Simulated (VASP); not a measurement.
# GaP (F-43m) in VASP: settings compared

Aim: see how the results for GaP move with the level of theory and the settings. Levels: LDA, r2SCAN, PBE. Tasks: relaxation of cell and atoms.

All numbers are computed with VASP 6.6.1; they aren't measurements. Logs are shortened: lines on timing, memory, paths and dates and some standing lists are left out, and cuts for length are marked.

### Step 1. The crystal as given

It takes space group F-43m (No. 216, cubic). Conventional cell: a = 5.451 Å, b = 5.451 Å, c = 5.451 Å, α = 90.00°, β = 90.00°, γ = 90.00°. Around Ga (site symmetry -43m) lie 4 P at 2.36 Å. Around P (site symmetry -43m) lie 4 Ga at 2.36 Å.

### Step 2. Relaxation of cell and atoms, LDA

Contents of INCAR:

```
  PREC = Accurate
  ENCUT = 600
  EDIFF = 1E-6
  ISMEAR = 0
  SIGMA = 0.03
  LREAL = False
  LASPH = True
  NELM = 80
  ALGO = Normal
  ISIF = 3
  LWAVE = False
  LCHARG = False
  IBRION = 2
  NSW = 90
  EDIFFG = -0.01
```

Contents of KPOINTS:

```
Automatic mesh
0
Gamma
  10 10 10
```

Contents of POSCAR:

```
GaP
1.0
    0.0000000000      2.7252500000      2.7252500000
    2.7252500000      0.0000000000      2.7252500000
    2.7252500000      2.7252500000      0.0000000000
Ga P
1 1
Direct
    0.0000000000      0.0000000000      0.0000000000
    0.2500000000      0.2500000000      0.2500000000
```

Potentials or basis: VASP PAW LDA potentials, release 64 (Ga_d, P).

The run is started by

```bash
cat potpaw_LDA.64/Ga_d/POTCAR potpaw_LDA.64/P/POTCAR > POTCAR
mpirun -np 1 vasp_std > vasp.out
```

OUTCAR:

```text
PREC = Accurate
   ENCUT = 600
   EDIFF = 1E-6
   ISMEAR = 0
   LREAL = False
   LASPH = True
   NELM = 80
   ISIF = 3
   IBRION = 2
   NSW = 90
   EDIFFG = -0.01

 ion  position               nearest neighbor table
   1  0.000  0.000  0.000-   2 2.36   2 2.36   2 2.36   2 2.36
   2  0.250  0.250  0.250-   1 2.36   1 2.36   1 2.36   1 2.36

  LATTYP: Found a face centered cubic cell.
 ALAT       =     5.4505000000

  Lattice vectors:

 A1 = (   0.0000000000,   2.7252500000,   2.7252500000)
 A2 = (   2.7252500000,   0.0000000000,   2.7252500000)
 A3 = (   2.7252500000,   2.7252500000,   0.0000000000)

Analysis of symmetry for initial positions (statically):
=====================================================================
 Subroutine PRICEL returns:
 Original cell was already a primitive cell.

 Routine SETGRP: Setting up the symmetry group for a
 face centered cubic supercell.

 Subroutine GETGRP returns: Found 24 space group operations
 (whereof 24 operations were pure point group operations)
 out of a pool of 48 trial point group operations.

The static configuration has the point symmetry T_d .

Analysis of symmetry for dynamics (positions and initial velocities):
=====================================================================
 Subroutine PRICEL returns:
 Original cell was already a primitive cell.

 Routine SETGRP: Setting up the symmetry group for a
 face centered cubic supercell.

 Subroutine GETGRP returns: Found 24 space group operations
 (whereof 24 operations were pure point group operations)
 out of a pool of 48 trial point group operations.

The dynamic configuration has the point symmetry T_d .

 Subroutine INISYM returns: Found 24 space group operations
 (whereof 24 operations are pure point group operations),
 and found     1 'primitive' translations

----------------------------------------------------------------------------------------

                                     Primitive cell

  volume of cell :      40.4808

  direct lattice vectors                    reciprocal lattice vectors
     0.000000000  2.725250000  2.725250000    -0.183469406  0.183469406  0.183469406
     2.725250000  0.000000000  2.725250000     0.183469406 -0.183469406  0.183469406
     2.725250000  2.725250000  0.000000000     0.183469406  0.183469406 -0.183469406

  length of vectors
     3.854085511  3.854085511  3.854085511     0.317778334  0.317778334  0.317778334

  position of ions in fractional coordinates (direct lattice)
     0.000000000  0.000000000  0.000000000
[... 102 lines left out ...]
   LORBIT       =      0    0 simple, 1 ext, 2 COOP (PROOUT), +10 PAW based schemes
   GGA     = CA    functional components
   LHFCALC =     F    Hartree Fock is set to
   AEXX    =    0.0000 exact exchange contribution
   IVDW    =     0    specifies the selected vdW correction
   LEPSILON=     F    determine dielectric tensor
   LRPA    =     F    only Hartree local field effects (RPA)
 conjugate gradient relaxation of ions
 non-spin polarized calculation
 Gauss-broadening in eV      SIGMA  =   0.03
  energy-cutoff  :      600.00
  volume of cell :       40.48
 maximum number of plane-waves:      1369
   NGX = 15   NGY = 15   NGZ = 15

--------------------------------------- Ionic step        1  -------------------------------------------

 number of electron      18.0000003 magnetization

 Free energy of the ion-electron system (eV)
  ---------------------------------------------------
  ext. energy  EPLUGINS =         0.00000000
  ---------------------------------------------------
  free energy    TOTEN  =       -10.44261996 eV

  energy without entropy =      -10.44261996  energy(sigma->0) =      -10.44261996

------------------------ aborting loop because EDIFF is reached ----------------------------------------

  FORCE on cell =-STRESS in cart. coord.  units (eV):
  Direction    XX          YY          ZZ          XY          YZ          ZX
  --------------------------------------------------------------------------------------
  -------------------------------------------------------------------------------------
  Total       -0.6763198     -0.6763198     -0.6763198      0.0000000      0.0000000      0.0000000
  in kB      -26.7678580    -26.7678580    -26.7678580      0.0000000      0.0000000      0.0000000
  external PRESSURE =     -26.7678580 kB  Pullay stress =       0.0000000 kB
[... 59 lines left out ...]
--------------------------------------- Ionic step        3  -------------------------------------------

 number of electron      18.0000007 magnetization

 Free energy of the ion-electron system (eV)
  ---------------------------------------------------
  ext. energy  EPLUGINS =         0.00000000
  ---------------------------------------------------
  free energy    TOTEN  =       -10.45340555 eV

  energy without entropy =      -10.45340555  energy(sigma->0) =      -10.45340555

 E-fermi :   4.9931     XC(G=0): -10.3059

 val. band max:        4.8349937370   @ k =   0.0000   0.0000   0.0000
 cond. band min:       6.2377212944   @ k =   0.4000   0.4000   0.0000
 fundamental gap:      1.4027275574
 Fermi energy:         4.9931329732

 k-point     1 :       0.0000    0.0000    0.0000
  band No.  band energies     occupation
      1      -9.9278      2.00000
      2      -9.9278      2.00000
      3      -9.9278      2.00000
      4      -9.8198      2.00000
      5      -9.8198      2.00000
      6      -7.9161      2.00000
      7       4.8350      2.00000
      8       4.8350      2.00000
      9       4.8350      2.00000
     10       6.7355      0.00000
     11       8.6195      0.00000
     12       8.6195      0.00000
     13       8.6195      0.00000
[... 354 lines left out ...]
  band No.  band energies     occupation
      1     -10.0285      2.00000
      2      -9.8758      2.00000
      3      -9.8733      2.00000
      4      -9.8476      2.00000
      5      -9.8017      2.00000
      6      -5.8411      2.00000
      7      -0.6867      2.00000
      8       2.0966      2.00000
      9       2.4691      2.00000
     10       6.6993      0.00000
     11       7.8279      0.00000
     12      12.4645      0.00000
     13      12.9524      0.00000

 [... further k-points ...]

------------------------ aborting loop because EDIFF is reached ----------------------------------------

  FORCE on cell =-STRESS in cart. coord.  units (eV):
  Direction    XX          YY          ZZ          XY          YZ          ZX
  --------------------------------------------------------------------------------------
  -------------------------------------------------------------------------------------
  Total       -0.0177642     -0.0177642     -0.0177642      0.0000000      0.0000000      0.0000000
  in kB       -0.7256658     -0.7256658     -0.7256658      0.0000000      0.0000000      0.0000000
  external PRESSURE =      -0.7256658 kB  Pullay stress =       0.0000000 kB
[... 17 lines left out ...]
  FREE ENERGIE OF THE ION-ELECTRON SYSTEM (eV)
  ---------------------------------------------------
  free  energy   TOTEN  =       -10.4534055459 eV

  energy  without entropy=      -10.4534055459  energy(sigma->0) =      -10.45340555

 reached required accuracy - stopping structural energy minimisation
```

Wall time 32 s (1 thread of Intel Xeon Platinum 8375C at 2.90GHz (Ice Lake), shared host); peak memory 0.18 GiB.

Results:

| Quantity | Value |
| --- | --- |
| Free energy | -10.4534 eV |
| Relaxed volume | 19.61 Å³/atom |
| Relaxed cell | a = 3.814 Å, b = 3.814 Å, c = 3.814 Å, α = 60.00°, β = 60.00°, γ = 60.00° |
| Space group after relaxing (to 0.05 Å) | F-43m (No. 216) |
| Energy gained by relaxing | 5.4 meV/atom |
| Ionic steps | 3 |
| Pressure after relaxing | -0.1 GPa |
| Band gap on the k mesh | 1.40 eV, indirect (least direct gap 1.90 eV) |

The path:
| step | energy change (eV) | largest force (eV/Å) | pressure (GPa) | volume (Å³) |
| --- | --- | --- | --- | --- |
| 1 | 0.0000 | 0.0000 | -2.68 | 40.48 |
| 2 | -0.0073 | 0.0000 | 1.67 | 38.53 |
| 3 | -0.0108 | 0.0000 | -0.07 | 39.22 |

Final structure:
```xyz
2
Lattice="0.0000 2.6967 2.6967 2.6967 0.0000 2.6967 2.6967 2.6967 0.0000" Properties=species:S:1:pos:R:3 pbc="T T T"
Ga    0.0000    0.0000    0.0000
P     1.3483    1.3483    1.3483
```

Levels at points of the mesh, in eV from the valence-band top:
| k point | band 7 | band 8 | band 9 | band 10 | band 11 | band 12 |
| --- | --- | --- | --- | --- | --- | --- |
| (0.00, 0.00, 0.00) | 0.00 | 0.00 | 0.00 | 1.90 | 3.78 | 3.78 |
| (0.50, 0.00, 0.00) | -6.89 | -1.18 | -1.18 | 1.61 | 4.62 | 4.62 |
| (0.50, 0.50, 0.00) | -6.99 | -2.82 | -2.82 | 1.43 | 1.65 | 10.69 |

A k mesh can miss the band edges. Zero-point motion and thermal expansion aren't in these numbers.

### Step 3. Relaxation of cell and atoms, LDA

This run uses another cell than the first one, of 19.61 Å³/atom, 0.969 times its volume.

INCAR, as its differences from that of step 2:

```diff
@@ -2,3 +2,3 @@
   ENCUT = 600
-  EDIFF = 1E-6
+  EDIFF = 1E-7
   ISMEAR = 0
@@ -14,2 +14,2 @@
   NSW = 90
-  EDIFFG = -0.01
+  EDIFFG = -0.005
```

KPOINTS is that of step 2.

Contents of POSCAR:

```
GaP                                     
1.0
    0.0000000000      2.6966833810      2.6966833810
    2.6966833810      0.0000000000      2.6966833810
    2.6966833810      2.6966833810      0.0000000000
  Ga              P             
     1     1
Direct
     0.0000000000000000    0.0000000000000000    0.0000000000000000
     0.2500000000000000    0.2500000000000000    0.2500000000000000
```

Potentials or basis: VASP PAW LDA potentials, release 64 (Ga_d, P).

The run is started by

```bash
cat potpaw_LDA.64/Ga_d/POTCAR potpaw_LDA.64/P/POTCAR > POTCAR
mpirun -np 1 vasp_std > vasp.out
```

OUTCAR:

```text
PREC = Accurate
   ENCUT = 600
   EDIFF = 1E-7
   ISMEAR = 0
   LREAL = False
   LASPH = True
   NELM = 80
   ISIF = 3
   IBRION = 2
   NSW = 90
   EDIFFG = -0.005

 ion  position               nearest neighbor table
   1  0.000  0.000  0.000-   2 2.34   2 2.34   2 2.34   2 2.34
   2  0.250  0.250  0.250-   1 2.34   1 2.34   1 2.34   1 2.34

  LATTYP: Found a face centered cubic cell.
 ALAT       =     5.3933667620

  Lattice vectors:

 A1 = (   0.0000000000,   2.6966833810,   2.6966833810)
 A2 = (   2.6966833810,   0.0000000000,   2.6966833810)
 A3 = (   2.6966833810,   2.6966833810,   0.0000000000)

Analysis of symmetry for initial positions (statically):
=====================================================================
 Subroutine PRICEL returns:
 Original cell was already a primitive cell.

 Routine SETGRP: Setting up the symmetry group for a
 face centered cubic supercell.

 Subroutine GETGRP returns: Found 24 space group operations
 (whereof 24 operations were pure point group operations)
 out of a pool of 48 trial point group operations.

The static configuration has the point symmetry T_d .

Analysis of symmetry for dynamics (positions and initial velocities):
=====================================================================
 Subroutine PRICEL returns:
 Original cell was already a primitive cell.

 Routine SETGRP: Setting up the symmetry group for a
 face centered cubic supercell.

 Subroutine GETGRP returns: Found 24 space group operations
 (whereof 24 operations were pure point group operations)
 out of a pool of 48 trial point group operations.

The dynamic configuration has the point symmetry T_d .

 Subroutine INISYM returns: Found 24 space group operations
 (whereof 24 operations are pure point group operations),
 and found     1 'primitive' translations

[... 123 lines left out ...]
   LEPSILON=     F    determine dielectric tensor
   LRPA    =     F    only Hartree local field effects (RPA)
 conjugate gradient relaxation of ions
 non-spin polarized calculation
 Gauss-broadening in eV      SIGMA  =   0.03
  energy-cutoff  :      600.00
  volume of cell :       39.22
 maximum number of plane-waves:      1363
   NGX = 15   NGY = 15   NGZ = 15

 number of electron      17.9999993 magnetization

 Free energy of the ion-electron system (eV)
  ---------------------------------------------------
  ext. energy  EPLUGINS =         0.00000000
  ---------------------------------------------------
  free energy    TOTEN  =       -10.45315056 eV

  energy without entropy =      -10.45315056  energy(sigma->0) =      -10.45315056

 E-fermi :   4.9940     XC(G=0): -10.3059

 val. band max:        4.8349213056   @ k =   0.0000   0.0000   0.0000
 cond. band min:       6.2377563787   @ k =   0.4000   0.4000   0.0000
 fundamental gap:      1.4028350731
 Fermi energy:         4.9940288609

 k-point     1 :       0.0000    0.0000    0.0000
  band No.  band energies     occupation
      1      -9.9279      2.00000
      2      -9.9279      2.00000
      3      -9.9279      2.00000
      4      -9.8198      2.00000
      5      -9.8198      2.00000
      6      -7.9162      2.00000
      7       4.8349      2.00000
      8       4.8349      2.00000
      9       4.8349      2.00000
     10       6.7355      0.00000
     11       8.6195      0.00000
     12       8.6195      0.00000
     13       8.6195      0.00000
[... 354 lines left out ...]
  band No.  band energies     occupation
      1     -10.0286      2.00000
      2      -9.8758      2.00000
      3      -9.8734      2.00000
      4      -9.8477      2.00000
      5      -9.8018      2.00000
      6      -5.8412      2.00000
      7      -0.6867      2.00000
      8       2.0965      2.00000
      9       2.4691      2.00000
     10       6.6993      0.00000
     11       7.8280      0.00000
     12      12.4645      0.00000
     13      12.9524      0.00000

 [... further k-points ...]

------------------------ aborting loop because EDIFF is reached ----------------------------------------

  FORCE on cell =-STRESS in cart. coord.  units (eV):
  Direction    XX          YY          ZZ          XY          YZ          ZX
  --------------------------------------------------------------------------------------
  -------------------------------------------------------------------------------------
  Total       -0.0004435     -0.0004435     -0.0004435      0.0000000      0.0000000     -0.0000000
  in kB       -0.0181154     -0.0181154     -0.0181154      0.0000000      0.0000000     -0.0000000
  external PRESSURE =      -0.0181154 kB  Pullay stress =       0.0000000 kB

 VOLUME and BASIS-vectors are now :
 -----------------------------------------------------------------------------
  energy-cutoff  :      600.00
  volume of cell :       39.22
      direct lattice vectors                 reciprocal lattice vectors
     0.000000000  2.696683381  2.696683381    -0.185412942  0.185412942  0.185412942
     2.696683381  0.000000000  2.696683381     0.185412942 -0.185412942  0.185412942
     2.696683381  2.696683381  0.000000000     0.185412942  0.185412942 -0.185412942

 POSITION                                       TOTAL-FORCE (eV/Angst)
 -----------------------------------------------------------------------------------
      0.00000      0.00000      0.00000         0.000000      0.000000      0.000000
      1.34834      1.34834      1.34834        -0.000000     -0.000000     -0.000000
 -----------------------------------------------------------------------------------
    total drift:                               -0.000000     -0.000000     -0.000000

  FREE ENERGIE OF THE ION-ELECTRON SYSTEM (eV)
  ---------------------------------------------------
  free  energy   TOTEN  =       -10.4531505563 eV

  energy  without entropy=      -10.4531505563  energy(sigma->0) =      -10.45315056

 reached required accuracy - stopping structural energy minimisation
```

OSZICAR:

```text
N       E                     dE             d eps       ncg     rms          rms(c)
DAV:   1     0.840244533451E+02    0.84024E+02   -0.10226E+04  1254   0.219E+03
DAV:   2    -0.397518399451E+01   -0.88000E+02   -0.84714E+02  1322   0.355E+02
DAV:   3    -0.106564092222E+02   -0.66812E+01   -0.66452E+01  1547   0.795E+01
DAV:   4    -0.107829985387E+02   -0.12659E+00   -0.12651E+00  1410   0.119E+01
DAV:   5    -0.107860985120E+02   -0.31000E-02   -0.30998E-02  1550   0.163E+00    0.448E+00
DAV:   6    -0.105081441088E+02    0.27795E+00   -0.45664E-01  1873   0.131E+01    0.288E+00
DAV:   7    -0.104578092312E+02    0.50335E-01   -0.10991E-01  1544   0.258E+00    0.106E+00
DAV:   8    -0.104531764683E+02    0.46328E-02   -0.13052E-02  1448   0.155E+00    0.194E-01
DAV:   9    -0.104531461023E+02    0.30366E-04   -0.10596E-03  1845   0.508E-01    0.591E-02
DAV:  10    -0.104531446526E+02    0.14498E-05   -0.52720E-05  1831   0.938E-02    0.216E-02
DAV:  11    -0.104531507566E+02   -0.61040E-05   -0.79543E-06  1512   0.492E-02    0.531E-03
DAV:  12    -0.104531505538E+02    0.20282E-06   -0.74390E-07  1532   0.131E-02    0.372E-03
DAV:  13    -0.104531505563E+02   -0.25598E-08   -0.12032E-07   932   0.367E-03
   1 F= -.10453151E+02 E0= -.10453151E+02  d E =-.104532E+02
```

It took 20 s on 1 thread of Intel Xeon Platinum 8375C at 2.90GHz (Ice Lake), shared host; peak memory 0.16 GiB.

What came out:

```yaml
Free_energy: -10.4532 eV
Pressure_after_relaxing: 0.0 GPa
Band_gap_on_the_k_mesh: 1.40 eV, indirect (least direct gap 1.90 eV)
```

Final structure:
```
Ga P
1.0
     0.00000    2.69668    2.69668
     2.69668    0.00000    2.69668
     2.69668    2.69668    0.00000
Ga P
1 1
Cartesian
  0.0000 0.0000 0.0000
  1.3483 1.3483 1.3483
```

Caveat: the relaxation stopped at its first step, so nothing moved.

### Step 4. Relaxation of cell and atoms, r2SCAN

Contents of INCAR:

```
ALGO = Normal
EDIFF = 1E-6
EDIFFG = -0.01
ENCUT = 600
IBRION = 2
ISIF = 3
ISMEAR = 0
LASPH = True
LCHARG = False
LMIXTAU = True
LREAL = False
LWAVE = False
METAGGA = R2SCAN
NELM = 80
NSW = 90
PREC = Accurate
SIGMA = 0.03
```

Contents of KPOINTS:

```
k-points
0
Gamma
  10 10 10
```

Contents of POSCAR:

```
GaP
1.0
    0.0000000000      2.7252500000      2.7252500000
    2.7252500000      0.0000000000      2.7252500000
    2.7252500000      2.7252500000      0.0000000000
Ga P
1 1
Direct
    0.0000000000      0.0000000000      0.0000000000
    0.2500000000      0.2500000000      0.2500000000
```

Potentials or basis: VASP PAW PBE potentials, release 64 (Ga_d, P).

The run is started by

```bash
cat potpaw_PBE.64/Ga_d/POTCAR potpaw_PBE.64/P/POTCAR > POTCAR
mpirun -np 1 vasp_std > vasp.out
```

It took 46 s on 1 thread of Intel Xeon 6975P-C (Granite Rapids), shared host; peak memory 0.2 GiB.

It converged, with:

* Free energy: -21.4658 eV
* Pressure after relaxing: 0.0 GPa
* Band gap on the k mesh: 1.86 eV, indirect (least direct gap 2.34 eV)

Final structure:
```
Ga P
1.0
     0.00000    2.72525    2.72525
     2.72525    0.00000    2.72525
     2.72525    2.72525    0.00000
Ga P
1 1
Direct
  0.00000 0.00000 0.00000
  0.25000 0.25000 0.25000
```

Levels at points of the mesh, in eV from the valence-band top:
```tsv
k point	band 5	band 6	band 7	band 8	band 9	band 10	band 11	band 12	band 13
(0.00, 0.00, 0.00)	-14.88	-13.02	0.00	0.00	0.00	2.34	4.19	4.19	4.19
(0.50, 0.00, 0.00)	-14.87	-10.86	-6.84	-1.17	-1.17	2.04	5.06	5.06	8.83
(0.50, 0.50, 0.00)	-14.85	-9.92	-6.96	-2.80	-2.80	1.91	2.10	11.35	11.35
```

Caveat: the relaxation stopped at its first step, so nothing moved; the PAW data sets were made with another functional, which shifts forces and pressure a little.

[end of part 1 of 2]
